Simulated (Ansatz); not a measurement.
Anatase PtS2 was relaxed with 4 functionals in Ansatz 0.2.0, cell and atoms free, the symmetry of the start kept (meshes: PBE 6×6×6, r2SCAN 8×8×8, PBEsol 8×8×8, LDA 8×8×8). The structure was generated, not taken from experiment, and needn't be the ground state; spin polarisation is off.

The PBEsol result:
```
Pt S
1.0
    -2.32030    2.32030    5.89487
     2.32030   -2.32030    5.89487
     2.32030    2.32030   -5.89487
Pt S
2 4
Direct
  0.75000 0.25000 0.50000
  0.00000 0.00000 0.00000
  0.55275 0.05275 0.50000
  0.80275 0.80275 0.00000
  0.19725 0.19725 0.00000
  0.94725 0.44725 0.50000
```

It is tetragonal, I4_1/amd (No. 141); conventional cell a = 4.641 Å, c = 11.790 Å, 21.16 Å³ an atom. Pt has 6 S at 2.33–2.40 Å; S has 3 Pt at 2.33–2.40 Å.

**Question.** Order the functionals by the relaxed volume, smallest first.
A. PBEsol
B. PBE
C. LDA
D. r2SCAN

**Answer.** C (20.71 Å³/atom), A (21.16 Å³/atom), D (21.42 Å³/atom), B (21.99 Å³/atom).

**Question.** What lattice does LDA give?

**Answer.** a = 4.608 Å, c = 11.704 Å; the volume differs by -2.1 % from PBEsol's. Pt is surrounded by 6 S at 2.32–2.38 Å; S is surrounded by 3 Pt at 2.32–2.38 Å.

**Question.** What lattice does PBE give?

**Answer.** a = 4.716 Å, c = 11.863 Å; the volume differs by +3.9 % from PBEsol's. Pt has 6 S at 2.34–2.44 Å; S has 3 Pt at 2.34–2.44 Å.

**Question.** Held at the r2SCAN cell, what mean stress do LDA and PBE find, and does its sign point to their own minimum?

**Answer.** Yes. LDA -3.81 GPa, and its relaxed volume is -3.3 % from r2SCAN's; PBE +2.33 GPa, and its relaxed volume is +2.6 % from r2SCAN's. Compression counts positive, so a positive stress asks for a larger cell.

The cell is metallic with PBE, r2SCAN, PBEsol, LDA, and these meshes limit the relaxed cells of a metal.
